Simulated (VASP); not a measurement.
**CdSe (Cadmoselite): single point with revPBE+D3(BJ)**

**Measured values to compare with.**

A printed reference work, data compilation reports, for a bulk crystal of CdSe at 2 K: band gap 1.841 eV.

Crystal: CdSe (Cadmoselite).

```xyz
4
Lattice="4.3843 0.0000 0.0000 -2.1922 3.7969 0.0000 0.0000 0.0000 7.1577" Properties=species:S:1:pos:R:3 pbc="T T T"
Cd    2.1922    1.2656    3.5788
Cd    0.0000    2.5313    0.0000
Se    2.1922    1.2656    6.3345
Se    0.0000    2.5313    2.7557
```

* Program: VASP 6.6.1
* Task: single point
* Functional: revPBE
* Dispersion: D3(BJ)
* Potentials or basis: VASP PAW PBE potentials, release 64 (Cd, Se)
* Cutoff: 520 eV
* k mesh: 7 × 7 × 4
* Occupations: fermi-dirac, width 0.05 eV
* Spin: no spin polarisation

```json
{"Pressure": "-2.0 GPa", "Largest force": "0.239 eV/Å", "Band gap on the k mesh": "0.70 eV, direct", "Dispersion energy per atom": "-0.571 eV"}
```

Forces in eV/Å, atoms in the order of the input:
```
Cd   0.000  0.000  0.239
Cd   0.000  0.000  0.239
Se   0.000  0.000 -0.239
Se   0.000  0.000 -0.239
```

Stress tensor (GPa, compression positive):
```
-1.53  0.00  0.00
 0.00 -1.53  0.00
 0.00  0.00 -3.05
```

Levels at points of the mesh, in eV from the valence-band top:
| k point | band 15 | band 16 | band 17 | band 18 | band 19 | band 20 | band 21 | band 22 |
| --- | --- | --- | --- | --- | --- | --- | --- | --- |
| (0.00, 0.00, 0.00) | -0.65 | -0.01 | -0.01 | 0.00 | 0.70 | 2.14 | 5.93 | 5.93 |
| (0.00, 0.00, 0.50) | -0.34 | -0.34 | -0.34 | -0.34 | 2.30 | 2.30 | 5.85 | 5.85 |

Wall time 28 s on 1 thread of Intel(R) Xeon(R) 6975P-C (Granite Rapids) (shared host), peak memory 0.28 GiB.

A measured gap of CdSe is 1.841 eV (2 K; a printed reference work, data compilation); the calculated 0.70 eV misses it by -1.14 eV. So large a miss can be the level of theory's own, or it may mean another phase, state or a wrong row. Spin-orbit coupling on Cd, Se is left out. The value is that of revPBE+D3(BJ), without temperature or zero-point motion. Semilocal functionals fall short of measured gaps as a rule.

Caveat: the PAW data sets were made with another functional, which shifts forces and pressure a little.
